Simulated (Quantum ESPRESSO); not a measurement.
# BN (F-43m) in Quantum ESPRESSO: a series of runs

The runs below take BN through single point, equation of state, with SCAN.

Program: Quantum ESPRESSO 7.5. These are calculated values, not measurements. Logs are shortened: lines on timing, memory, paths and dates and some standing lists are left out, and cuts for length are marked.

**Experimental background.**

“Effect of nanostructuration on compressibility of cubic BN”, 2012, arxiv:1208.3664 quotes, for a bulk crystal of BN at 300 K: bulk modulus 395 ± 2 GPa.

The results are compared with them further down.

## 1. The structure

It takes space group F-43m (No. 216, cubic). The conventional cell has a = 3.626 Å, b = 3.626 Å, c = 3.626 Å, α = 90.00°, β = 90.00°, γ = 90.00°. N (site symmetry -43m) is surrounded by 4 B at 1.57 Å. Around B (site symmetry -43m) lie 4 N at 1.57 Å.

The cell is a database's computed one.

## 2. Single point, SCAN, 5.60 Å³/atom

pw.in reads:

```
&CONTROL
  calculation = 'scf'
  prefix = 'pwscf'
  outdir = './tmp'
  pseudo_dir = './pseudo'
  tprnfor = .true.
  tstress = .true.
  disk_io = 'nowf'
/
&SYSTEM
  ibrav = 0
  nat = 2
  ntyp = 2
  ecutwfc = 88
  nbnd = 9
  input_dft = 'scan'
  occupations = 'smearing'
  smearing = 'fd'
  degauss = 0.00367493
  nosym = .true.
  nr1 = 32
  nr2 = 32
  nr3 = 32
/
&ELECTRONS
  conv_thr = 1d-08
  electron_maxstep = 120
  mixing_beta = 0.5
/
ATOMIC_SPECIES
N     14.0070 N_ONCV_PBE-1.2.upf
B     10.8100 B_ONCV_PBE-1.2.upf
CELL_PARAMETERS angstrom
   0.0000000000    1.7759905947    1.7759905947
   1.7759905947    0.0000000000    1.7759905947
   1.7759905947    1.7759905947    0.0000000000
ATOMIC_POSITIONS crystal
N      0.2500000000    0.2500000000    0.2500000000
B      0.0000000000    0.0000000000    0.0000000000
K_POINTS automatic
10 10 10 0 0 0
```

Potentials or basis: SG15 PBE 1.2.

Started as:

```
> OMP_NUM_THREADS=1 mpirun -n 2 pw.x -nk 2 -in pw.in > pw.out
```

pw.out:

```text
This program is part of the open-source Quantum ESPRESSO suite
     for quantum simulation of materials; please cite
         "P. Giannozzi et al., J. Phys.:Condens. Matter 21 395502 (2009);
         "P. Giannozzi et al., J. Phys.:Condens. Matter 29 465901 (2017);
         "P. Giannozzi et al., J. Chem. Phys. 152 154105 (2020);
     in publications or presentations arising from this work. More details at

     IMPORTANT: XC functional enforced from input :
     Exchange-correlation= SCAN
                           (   0   0   0   0   0 263 267)
     Any further DFT definition will be discarded
     Please, verify this is what you really want

     K-points division:     npool     =       2
     Subspace diagonalization in iterative solution of the eigenvalue problem:
     a serial algorithm will be used

     G-vector sticks info
     --------------------
     sticks:   dense  smooth     PW     G-vecs:    dense   smooth      PW
     Sum         547     547    187                 8393     8393    1639

     Using Slab Decomposition

     bravais-lattice index     =            0
     lattice parameter (alat)  =       4.7463  a.u.
     unit-cell volume          =      75.6047 (a.u.)^3
     number of atoms/cell      =            2
     number of atomic types    =            2
     number of electrons       =         8.00
     number of Kohn-Sham states=            9
     kinetic-energy cutoff     =      88.0000  Ry
     charge density cutoff     =     352.0000  Ry
     scf convergence threshold =      1.0E-08
     mixing beta               =       0.5000
     number of iterations used =            8  plain     mixing
     Exchange-correlation= SCAN
                           (   0   0   0   0   0 263 267)

     celldm(1)=   4.746293  celldm(2)=   0.000000  celldm(3)=   0.000000
     celldm(4)=   0.000000  celldm(5)=   0.000000  celldm(6)=   0.000000

     crystal axes: (cart. coord. in units of alat)
               a(1) = (   0.000000   0.707107   0.707107 )
               a(2) = (   0.707107   0.000000   0.707107 )
               a(3) = (   0.707107   0.707107   0.000000 )

     reciprocal axes: (cart. coord. in units 2 pi/alat)
               b(1) = ( -0.707107  0.707107  0.707107 )
               b(2) = (  0.707107 -0.707107  0.707107 )
               b(3) = (  0.707107  0.707107 -0.707107 )

     PseudoPot. # 1 for N  read from file:
     N_ONCV_PBE-1.2.upf
     Pseudo is Norm-conserving, Zval =  5.0
     Generated using ONCVPSP code by D. R. Hamann
     Using radial grid of  602 points,  4 beta functions with:
                l(1) =   0
                l(2) =   0
                l(3) =   1
                l(4) =   1

     PseudoPot. # 2 for B  read from file:
     B_ONCV_PBE-1.2.upf
     Pseudo is Norm-conserving, Zval =  3.0
     Generated using ONCVPSP code by D. R. Hamann
     Using radial grid of  602 points,  4 beta functions with:
                l(1) =   0
                l(2) =   0
                l(3) =   1
                l(4) =   1

     atomic species   valence    mass     pseudopotential
     N                 5.00    14.00700     N ( 1.00)
     B                 3.00    10.81000     B ( 1.00)

     No symmetry found

   Cartesian axes

     site n.     atom                  positions (alat units)
         1        N      tau(   1) = (   0.3535534   0.3535534   0.3535534  )
         2        B      tau(   2) = (   0.0000000   0.0000000   0.0000000  )

     number of k points=   504  Fermi-Dirac smearing, width (Ry)=  0.0037

     Number of k-points >= 100: set verbosity='high' to print them.

     Dense  grid:     8393 G-vectors     FFT dimensions: (  32,  32,  32)

     WARNING: libxc functional with ID  263 depends
      on external parameters: check the user_guide of
      QE if you need to modify them or to check their
      default values.

     Initial potential from superposition of free atoms

     starting charge       7.9803, renormalised to       8.0000
     Starting wfcs are random

     Self-consistent Calculation

     iteration #  1     ecut=    88.00 Ry     beta= 0.50
     Davidson diagonalization with overlap
     ethr =  1.00E-02,  avg # of iterations =  8.0

     total energy              =     -25.69261705 Ry
     estimated scf accuracy    <       4.96778758 Ry

     iteration #  2     ecut=    88.00 Ry     beta= 0.50
     Davidson diagonalization with overlap
     ethr =  1.00E-02,  avg # of iterations =  1.0

     total energy              =     -25.73462938 Ry
     estimated scf accuracy    <       0.74297954 Ry

     iteration #  3     ecut=    88.00 Ry     beta= 0.50
     Davidson diagonalization with overlap
     ethr =  9.29E-03,  avg # of iterations =  1.0

     total energy              =     -25.73737135 Ry
     estimated scf accuracy    <       0.04911040 Ry

     iteration #  4     ecut=    88.00 Ry     beta= 0.50
     Davidson diagonalization with overlap
     ethr =  6.14E-04,  avg # of iterations =  1.0

     total energy              =     -25.73750984 Ry
     estimated scf accuracy    <       0.00007570 Ry

     iteration #  5     ecut=    88.00 Ry     beta= 0.50
     Davidson diagonalization with overlap
     ethr =  9.46E-07,  avg # of iterations =  4.1

     total energy              =     -25.73752271 Ry
     estimated scf accuracy    <       0.00002486 Ry

     iteration #  6     ecut=    88.00 Ry     beta= 0.50
     Davidson diagonalization with overlap
     ethr =  3.11E-07,  avg # of iterations =  1.0

     total energy              =     -25.73752414 Ry
     estimated scf accuracy    <       0.00000056 Ry

     iteration #  7     ecut=    88.00 Ry     beta= 0.50
     Davidson diagonalization with overlap
     ethr =  7.06E-09,  avg # of iterations =  1.9

     total energy              =     -25.73752422 Ry
     estimated scf accuracy    <       0.00000003 Ry

     iteration #  8     ecut=    88.00 Ry     beta= 0.50
     Davidson diagonalization with overlap
     ethr =  3.92E-10,  avg # of iterations =  2.0

     End of self-consistent calculation

     Number of k-points >= 100: set verbosity='high' to print the bands.

     the Fermi energy is    14.2797 ev

!    total energy              =     -25.73752422 Ry
     estimated scf accuracy    <          4.0E-09 Ry
     smearing contrib. (-TS)   =       0.00000000 Ry
     internal energy E=F+TS    =     -25.73752422 Ry

     The total energy is F=E-TS. E is the sum of the following terms:
     one-electron contribution =       5.08136900 Ry
     hartree contribution      =       3.53060225 Ry
     xc contribution           =      -7.54137461 Ry
     ewald contribution        =     -26.80812087 Ry

     convergence has been achieved in   8 iterations

     Forces acting on atoms (cartesian axes, Ry/au):

     atom    1 type  1   force =     0.00000001    0.00000010    0.00000004
     atom    2 type  2   force =    -0.00000001   -0.00000010   -0.00000004

     Total force =     0.000000     Total SCF correction =     0.000000
     SCF correction compared to forces is large: reduce conv_thr to get better values

     Computing stress (Cartesian axis) and pressure

          total   stress  (Ry/bohr**3)                   (kbar)     P=      196.56
   0.00133620  -0.00000000  -0.00000000          196.56       -0.00       -0.00
  -0.00000000   0.00133620  -0.00000000           -0.00      196.56       -0.00
  -0.00000000  -0.00000000   0.00133620           -0.00       -0.00      196.56

=------------------------------------------------------------------------------=
   JOB DONE.
=------------------------------------------------------------------------------=
```

It took 89 s on 2 MPI ranks of Arm Neoverse V1, shared host; peak memory 0.16 GiB.

What came out:

```yaml
Free_energy: -350.1769 eV
Pressure: 19.7 GPa
Band_gap_on_the_k_mesh: 5.03 eV, indirect (least direct gap 9.75 eV)
```

Caveat: the potentials were made for another functional, which shifts forces and pressure.

## 3. Single point, SCAN, 5.72 Å³/atom

Changes to pw.in since step 2:

```diff
@@ -33,5 +33,5 @@
 CELL_PARAMETERS angstrom
-   0.0000000000    1.7759905947    1.7759905947
-   1.7759905947    0.0000000000    1.7759905947
-   1.7759905947    1.7759905947    0.0000000000
+   0.0000000000    1.7884979828    1.7884979828
+   1.7884979828    0.0000000000    1.7884979828
+   1.7884979828    1.7884979828    0.0000000000
 ATOMIC_POSITIONS crystal
```

Potentials or basis: SG15 PBE 1.2.

Started as:

```
> OMP_NUM_THREADS=1 mpirun -n 2 pw.x -nk 2 -in pw.in > pw.out
```

Run time: 90 s. Hardware: 2 MPI ranks of Arm Neoverse V1, shared host; peak memory 0.18 GiB.

It converged, with:

| Item | Value |
| --- | --- |
| Free energy | -350.1993 eV |
| Pressure | 10.5 GPa |
| Band gap on the k mesh | 5.00 eV, indirect (least direct gap 9.65 eV) |

Caveat: the potentials were made for another functional, which shifts forces and pressure.

## 4. Single point, SCAN, 5.84 Å³/atom

Changes to pw.in since step 3:

```diff
@@ -33,5 +33,5 @@
 CELL_PARAMETERS angstrom
-   0.0000000000    1.7884979828    1.7884979828
-   1.7884979828    0.0000000000    1.7884979828
-   1.7884979828    1.7884979828    0.0000000000
+   0.0000000000    1.8008328414    1.8008328414
+   1.8008328414    0.0000000000    1.8008328414
+   1.8008328414    1.8008328414    0.0000000000
 ATOMIC_POSITIONS crystal
```

Started as:

```
> OMP_NUM_THREADS=1 mpirun -n 2 pw.x -nk 2 -in pw.in > pw.out
```

It took 88 s on 2 MPI ranks of Arm Neoverse V1, shared host; peak memory 0.18 GiB.

It converged, with:

- Free energy: -350.2087 eV
- Pressure: 2.2 GPa
- Band gap on the k mesh: 4.97 eV, indirect (least direct gap 9.55 eV)

Caveat: the potentials were made for another functional, which shifts forces and pressure.

## 5. Single point, SCAN, 5.96 Å³/atom

Changes to pw.in since step 4:

```diff
@@ -33,5 +33,5 @@
 CELL_PARAMETERS angstrom
-   0.0000000000    1.8008328414    1.8008328414
-   1.8008328414    0.0000000000    1.8008328414
-   1.8008328414    1.8008328414    0.0000000000
+   0.0000000000    1.8130010000    1.8130010000
+   1.8130010000    0.0000000000    1.8130010000
+   1.8130010000    1.8130010000    0.0000000000
 ATOMIC_POSITIONS crystal
```

Started as:

```
> OMP_NUM_THREADS=1 mpirun -n 2 pw.x -nk 2 -in pw.in > pw.out
```

Run time: 89 s. Hardware: 2 MPI ranks of Arm Neoverse V1, shared host; peak memory 0.18 GiB.

The run converged. Its results:

```yaml
Free_energy: -350.2063 eV
Pressure: -5.4 GPa
Band_gap_on_the_k_mesh: 4.94 eV, indirect (least direct gap 9.45 eV)
```

Caveat: the potentials were made for another functional, which shifts forces and pressure.

## 6. Single point, SCAN, 6.08 Å³/atom

Changes to pw.in since step 5:

```diff
@@ -33,5 +33,5 @@
 CELL_PARAMETERS angstrom
-   0.0000000000    1.8130010000    1.8130010000
-   1.8130010000    0.0000000000    1.8130010000
-   1.8130010000    1.8130010000    0.0000000000
+   0.0000000000    1.8250079791    1.8250079791
+   1.8250079791    0.0000000000    1.8250079791
+   1.8250079791    1.8250079791    0.0000000000
 ATOMIC_POSITIONS crystal
```

Potentials or basis: SG15 PBE 1.2.

Started as:

```
> OMP_NUM_THREADS=1 mpirun -n 2 pw.x -nk 2 -in pw.in > pw.out
```

Wall time 90 s (2 MPI ranks of Arm Neoverse V1, shared host); peak memory 0.18 GiB.

It converged, with:

| Property | Result |
| --- | --- |
| Free energy | -350.1931 eV |
| Pressure | -12.4 GPa |
| Band gap on the k mesh | 4.91 eV, indirect (least direct gap 9.35 eV) |

Caveat: the potentials were made for another functional, which shifts forces and pressure.

## 7. Single point, SCAN, 6.20 Å³/atom

Changes to pw.in since step 6:

```diff
@@ -33,5 +33,5 @@
 CELL_PARAMETERS angstrom
-   0.0000000000    1.8250079791    1.8250079791
-   1.8250079791    0.0000000000    1.8250079791
-   1.8250079791    1.8250079791    0.0000000000
+   0.0000000000    1.8368590123    1.8368590123
+   1.8368590123    0.0000000000    1.8368590123
+   1.8368590123    1.8368590123    0.0000000000
 ATOMIC_POSITIONS crystal
```

Started as:

```
> OMP_NUM_THREADS=1 mpirun -n 2 pw.x -nk 2 -in pw.in > pw.out
```

Wall time 93 s (2 MPI ranks of Arm Neoverse V1, shared host); peak memory 0.18 GiB.

It converged, with:

* Free energy: -350.1700 eV
* Pressure: -18.7 GPa
* Band gap on the k mesh: 4.88 eV, indirect (least direct gap 9.25 eV)

Caveat: the potentials were made for another functional, which shifts forces and pressure.

## 8. Single point, SCAN, 6.32 Å³/atom

Changes to pw.in since step 7:

```diff
@@ -33,5 +33,5 @@
 CELL_PARAMETERS angstrom
-   0.0000000000    1.8368590123    1.8368590123
-   1.8368590123    0.0000000000    1.8368590123
-   1.8368590123    1.8368590123    0.0000000000
+   0.0000000000    1.8485590667    1.8485590667
+   1.8485590667    0.0000000000    1.8485590667
+   1.8485590667    1.8485590667    0.0000000000
 ATOMIC_POSITIONS crystal
```

Started as:

```
> OMP_NUM_THREADS=1 mpirun -n 2 pw.x -nk 2 -in pw.in > pw.out
```

It took 93 s on 2 MPI ranks of Arm Neoverse V1, shared host; peak memory 0.18 GiB.

The run converged. Its results:

| Property | Result |
| --- | --- |
| Free energy | -350.1380 eV |
| Pressure | -24.4 GPa |
| Band gap on the k mesh | 4.85 eV, indirect (least direct gap 9.16 eV) |

Caveat: the potentials were made for another functional, which shifts forces and pressure.

## 9. Equation of state, SCAN

Potentials or basis: SG15 PBE 1.2.

This step only gathers the single runs of the series.

What came out:

| Item | Value |
| --- | --- |
| Equilibrium volume | 5.87 Å³/atom |
| Bulk modulus | 382 GPa |
| Pressure derivative of the bulk modulus | 3.6 |

Energy against volume, from the lowest point:
| volume (Å³/atom) | energy (meV/atom) |
| --- | --- |
| 5.602 | 15.92 |
| 5.721 | 4.71 |
| 5.840 | 0.00 |
| 5.959 | 1.21 |
| 6.078 | 7.82 |
| 6.198 | 19.35 |
| 6.317 | 35.37 |

Caveat: the potentials were made for another functional, which shifts forces and pressure.

## 10. Against experiment

Step 9. Against the measured bulk modulus of BN, 395 GPa (300 K; quoted in “Effect of nanostructuration on compressibility of cubic BN”, 2012, arxiv:1208.3664), the calculated 382 GPa is off by -3.3 %. The fit is for a static lattice scaled at fixed shape and fixed fractional positions.
